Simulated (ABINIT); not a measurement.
GaP, 2 atoms in the cell. The structure is cubic, space group F-43m (No. 216). Conventional cell: a = 5.451 Å, b = 5.451 Å, c = 5.451 Å, α = 90.00°, β = 90.00°, γ = 90.00°. Around Ga (site symmetry -43m) lie 4 P at 2.36 Å. P (site symmetry -43m) is surrounded by 4 Ga at 2.36 Å. 

* Program: ABINIT 10.8.3 (patched build)
* Task: single point
* Functional: PBE
* Potentials or basis: PseudoDojo NC FR PBE v0.4 standard
* Cutoff: 980 eV
* k mesh: 6 × 6 × 6
* Occupations: fermi-dirac, width 0.05 eV
* Spin: spin-orbit coupling, no magnetisation

Potentials or basis: PseudoDojo NC FR PBE v0.4 standard.

Command:

```sh
$ abinit run.abi > log 2>&1
```

Hardware: 1 thread of Intel(R) Xeon(R) 6975P-C (Granite Rapids) (shared host).

Question: How long does it take, and how much memory?

Answer: It took 83 s on 1 thread of Intel(R) Xeon(R) 6975P-C (Granite Rapids), with other jobs on the host, peak memory 0.1 GiB. Counts: scf iterations 12, mpi ranks 1, k points 16, bands 26, plane waves 2838.
